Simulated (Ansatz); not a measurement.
# Si: the cost of one run

Method: DFT PBE, scalar-relativistic, plane waves, PAW, in Ansatz 0.2.0.

## 1. The structure to begin with

The structure is monoclinic, space group C2/m (No. 12). Conventional cell: a = 13.829 Å, b = 3.846 Å, c = 6.333 Å, α = 90.00°, β = 96.77°, γ = 90.00°. Around Si (site symmetry m) lie 4 Si at 2.34 to 2.38 Å. Si (site symmetry m) is surrounded by 4 Si at 2.38 to 2.41 Å. Around Si (site symmetry m) lie 4 Si at 2.32 to 2.34 Å. Around Si (site symmetry m) lie 4 Si at 2.32 to 2.41 Å.

Structure file:

```
Si
1.0
     0.00000   -7.69186    0.00000
     6.16740    1.92297    6.28881
    -7.66113    1.92297    6.28881
Si
32
Direct
  0.21849 0.49251 0.38145
  0.46849 0.99251 0.88145
  0.71849 0.49251 0.38145
  0.96849 0.99251 0.88145
  0.03151 0.00749 0.11855
  0.28151 0.50749 0.61855
  0.53151 0.00749 0.11855
  0.78151 0.50749 0.61855
  0.16335 0.88570 0.76770
  0.66335 0.88570 0.76770
  0.41335 0.38570 0.26770
  0.91335 0.38570 0.26770
  0.08665 0.61430 0.73230
  0.58665 0.61430 0.73230
  0.33665 0.11430 0.23230
  0.83665 0.11430 0.23230
  0.01433 0.24140 0.81591
  0.51433 0.24140 0.81591
  0.26433 0.74140 0.31591
  0.76433 0.74140 0.31591
  0.23567 0.25860 0.68409
  0.73567 0.25860 0.68409
  0.48567 0.75860 0.18409
  0.98567 0.75860 0.18409
  0.14639 0.01990 0.56568
  0.64639 0.01990 0.56568
  0.39639 0.51990 0.06568
  0.89639 0.51990 0.06568
  0.10361 0.48010 0.93432
  0.60361 0.48010 0.93432
  0.35361 0.98010 0.43432
  0.85361 0.98010 0.43432
```

The runs take a perfect supercell of 32 atoms; the defect goes to fractional position (0.917, 0.250, 0.583).

## 2. The perfect supercell

Input file input.yaml:

```yaml
crystal:
  lattice:
    - [-1.0e-06, -7.691861, 0.0]
    - [6.1674, 1.922965, 6.288814]
    - [-7.661131, 1.922965, 6.288814]
  atoms:
    - { symbol: Si, position: [0.218491, 0.492512, 0.381452] }
    - { symbol: Si, position: [0.468491, 0.992512, 0.881452] }
    - { symbol: Si, position: [0.718491, 0.492512, 0.381452] }
    - { symbol: Si, position: [0.968491, 0.992512, 0.881452] }
    - { symbol: Si, position: [0.031509, 0.007488, 0.118548] }
    - { symbol: Si, position: [0.281509, 0.507488, 0.618548] }
    - { symbol: Si, position: [0.531509, 0.007488, 0.118548] }
    - { symbol: Si, position: [0.781509, 0.507488, 0.618548] }
    - { symbol: Si, position: [0.163349, 0.885698, 0.767698] }
    - { symbol: Si, position: [0.663349, 0.885698, 0.767698] }
    - { symbol: Si, position: [0.413349, 0.385698, 0.267698] }
    - { symbol: Si, position: [0.913349, 0.385698, 0.267698] }
    - { symbol: Si, position: [0.086651, 0.614302, 0.732302] }
    - { symbol: Si, position: [0.586651, 0.614302, 0.732302] }
    - { symbol: Si, position: [0.336651, 0.114302, 0.232302] }
    - { symbol: Si, position: [0.836651, 0.114302, 0.232302] }
    - { symbol: Si, position: [0.014327, 0.241397, 0.815911] }
    - { symbol: Si, position: [0.514327, 0.241397, 0.815911] }
    - { symbol: Si, position: [0.264327, 0.741397, 0.315911] }
    - { symbol: Si, position: [0.764327, 0.741397, 0.315911] }
    - { symbol: Si, position: [0.235673, 0.258603, 0.684089] }
    - { symbol: Si, position: [0.735673, 0.258603, 0.684089] }
    - { symbol: Si, position: [0.485673, 0.758603, 0.184089] }
    - { symbol: Si, position: [0.985673, 0.758603, 0.184089] }
    - { symbol: Si, position: [0.146394, 0.019898, 0.565679] }
    - { symbol: Si, position: [0.646394, 0.019898, 0.565679] }
    - { symbol: Si, position: [0.396394, 0.519898, 0.065679] }
    - { symbol: Si, position: [0.896394, 0.519898, 0.065679] }
    - { symbol: Si, position: [0.103606, 0.480102, 0.934321] }
    - { symbol: Si, position: [0.603606, 0.480102, 0.934321] }
    - { symbol: Si, position: [0.353606, 0.980102, 0.434321] }
    - { symbol: Si, position: [0.853606, 0.980102, 0.434321] }
basis:
  ecutwfc: 420
  fft_grid_basis: typed
kpoints:
  mp_grid: { grid: [2, 2, 1] }
hamiltonian:
  xc: pbe
  pseudopotentials: { kind: paw }
scf:
  occupations: { method: gaussian, width: 0.05 }
output:
  forces: true
  stress: false
  eigenvalues: true
  bader: false
  write_density: true
  volumetric_format: npy
```

Launch:

```sh
$ ansatz run input.yaml --threads 4 --pin off --max-ram 10240MiB --backend cpu --events-out ev --progress --plain --runs-dir out
```

What time and memory should one allow on 4 threads of Intel Xeon 6975P-C (Granite Rapids), shared host?

About 1.9 s, with a peak of 1.7 GiB.
